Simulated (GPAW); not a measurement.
AlN:

```
CELL_PARAMETERS angstrom
3.11300 0.00000 0.00000
-1.55650 2.69594 0.00000
0.00000 0.00000 4.98100
ATOMIC_POSITIONS crystal
Al 0.66667 0.33333 0.50000
Al 0.33333 0.66667 0.00000
N 0.66667 0.33333 0.88000
N 0.33333 0.66667 0.38000
```

Base run:

```yaml
Program: GPAW 26.7.0
Functional: optPBE-vdW
Potentials_or_basis: GPAW PAW data sets (gpaw-data 1.2.1)
Cutoff: 800 eV
Basis: pw
k_mesh: 7 × 7 × 4
Occupations: fermi-dirac, width 0.05 eV
Spin: no spin polarisation
```

Its results: band gap on the k mesh 4.45 eV, direct.

Q: The run is repeated on the same cell with these changes: functional from optPBE-vdW to SCAN; band points from 60 to 100. What comes out?

A: Band gap on the k mesh 4.90 eV, direct.
